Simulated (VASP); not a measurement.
Set up this calculation in VASP 6.6.1, as the native input.

- Task: single point
- Functional: PBEsol
- Potentials or basis: VASP PAW PBE potentials, release 64 (Bi_d)
- Cutoff: 520 eV
- k mesh: 9 × 9 × 9
- Occupations: fermi-dirac, width 0.05 eV
- Spin: no spin polarisation
- Ladder: free
- Further INCAR settings: ALGO = Normal; EDIFF = 1e-07; NBANDS = 14

The structure of Bi lies in POSCAR:

```
Bi
1.0
   -2.0510920000      1.9322640000      1.9637210000
    2.0091320000     -1.9541400000      1.9436370000
    2.0699580000      1.9730060000     -1.9855970000
Bi
1
Direct
   -0.0137770000     -0.0173050000     -0.0196660000
```

This isn't the form of Bi at room conditions, which is rhombohedral.

The cell isn't the ideal one: cell strained at random at fixed volume.

One way to write it, as run:

INCAR

```
ALGO = Normal ; EDIFF = 1E-7
ENCUT = 520 ; GGA = PS
ISIF = 2 ; ISMEAR = -1
LASPH = True ; LCHARG = False
LREAL = False ; LWAVE = False
NBANDS = 14 ; NELM = 60
PREC = Accurate ; SIGMA = 0.05
```

KPOINTS

```
k-points
0
Gamma
  9 9 9
```

Potentials or basis: VASP PAW PBE potentials, release 64 (Bi_d).

The run is started by

```bash
$ cat potpaw_PBE.64/Bi_d/POTCAR > POTCAR
$ mpirun -np 1 vasp_std > vasp.out
```

Results of the run:

```
Pressure               : -2.0 GPa
Band gap on the k mesh : none (metal or under the smearing width)
```

Caveat: the PAW data sets were made with another functional, which shifts forces and pressure a little; spin-orbit coupling is left out, which moves the levels of the heavy elements.

It took 110 s on 1 thread of Intel(R) Xeon(R) Platinum 8259CL CPU @ 2.50GHz (Skylake/Cascade Lake), on a shared host, peak memory 0.26 GiB.
